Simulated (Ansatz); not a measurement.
SrO: equation of state with revPBE+D3(BJ)

The system is SrO.

```xyz
2
Lattice="0.0000 2.5663 2.5663 2.5663 0.0000 2.5663 2.5663 2.5663 0.0000" Properties=species:S:1:pos:R:3 pbc="T T T"
Sr    2.5663    2.5663    2.5663
O     0.0000    0.0000    0.0000
```

```
Program             : Ansatz 0.2.0
Task                : equation of state
Functional          : revPBE
Dispersion          : D3(BJ)
Potentials or basis : Ansatz PAW
Cutoff              : 420 eV
Density cutoff      : 1680 eV
k mesh              : 9 × 9 × 9
Occupations         : fermi-dirac, width 0.05 eV
Spin                : no spin polarisation
```

| Quantity | Value |
| --- | --- |
| Equilibrium volume | 17.13 Å³/atom |
| Bulk modulus | 87 GPa |
| Pressure derivative of the bulk modulus | 4.4 |

Energy against volume, from the lowest point:
```tsv
volume (Å³/atom)	energy (meV/atom)
15.887	27.70
16.225	13.98
16.563	5.13
16.901	0.64
17.239	0.00
17.577	2.87
17.915	8.93
```

All runs of the series together: 4.9 s on 2 threads of Arm Neoverse V1, with other jobs on the host.

Caveat: the potentials were made for another functional, which shifts forces and pressure. Zero-point motion and thermal expansion aren't in these numbers.
